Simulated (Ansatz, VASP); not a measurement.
# ZnS: VASP beside Ansatz

INCAR

```
  PREC = Accurate
  ENCUT = 520
  EDIFF = 1E-6
  ISMEAR = -1
  SIGMA = 0.01
  LREAL = F
  LASPH = T
  NELM = 60
  ALGO = Normal
  ISIF = 2
  LWAVE = F
  LCHARG = T
  GGA = PE
  LELF = T
  LVHAR = T
  NBANDS = 16
```

The input KPOINTS:

```
regular mesh
0
Gamma
  8 8 8
```

The input POSCAR:

```
ZnS
1.0
    0.0000000000      2.7587430000      2.7046500000
    2.7587430000      0.0000000000      2.7046500000
    2.7587430000      2.7587430000      0.0000000000
Zn S
1 1
Direct
    0.0000000000      0.0000000000      0.0000000000
    0.7500000000      0.7500000000      0.7500000000
```

Input for Ansatz:

```yaml
crystal:
  lattice:
    - [0.0, 2.758743, 2.70465]
    - [2.758743, 0.0, 2.70465]
    - [2.758743, 2.758743, 0.0]
  atoms:
    - { symbol: Zn, position: [0.0, 0.0, 0.0] }
    - { symbol: S, position: [0.75, 0.75, 0.75] }
kpoints:
  mp_grid: { grid: [8, 8, 8] }
  band_path:
    path:
      - [0.0, 0.0, 0.0]
      - [0.0, 0.5, 0.5]
      - [0.25, 0.75, 0.5]
      - [0.0, 0.5, 0.0]
      - [0.0, 0.0, 0.0]
      - [0.5, 0.5, 0.0]
      - [0.38005, 0.61995, 0.0]
      - [-0.38005, 0.38005, 0.0]
      - [0.0, 0.0, 0.0]
    npoints: 5
scf:
  occupations: { method: fermi_dirac, width: 0.01 }
hamiltonian:
  xc: pbe
  pseudopotentials: { kind: all_electron, lapw: { basis_error: 0.00025 } }
output:
  forces: true
  stress: true
  eigenvalues: true
```

Change from the starting cell: equal xx and yy strain of +2 %.

Alike in both runs: task single point; functional PBE; k mesh 8 × 8 × 8; occupations fermi-dirac, width 0.01 eV; no spin polarisation.

```csv
,VASP,Ansatz
version,VASP 6.6.1,Ansatz 0.2.0
potentials or method,"VASP PAW PBE potentials, release 64 (Zn, S)","all-electron LAPW, scalar-relativistic"
plane-wave cutoff (eV),520,see its input
```

Ansatz gave:

```
gap on the k mesh at the Fermi level (eV)       : 1.89
pressure (GPa)                                  : -1.4
largest component of the traceless stress (GPa) : 0.53
```

Q: Estimate VASP's values.

A: gap on the k mesh at the Fermi level (eV): 1.89; pressure (GPa): -1.2; largest component of the traceless stress (GPa): 0.53.

Ansatz ran all-electron here, so the differences hold the error of VASP's frozen core and of both bases.
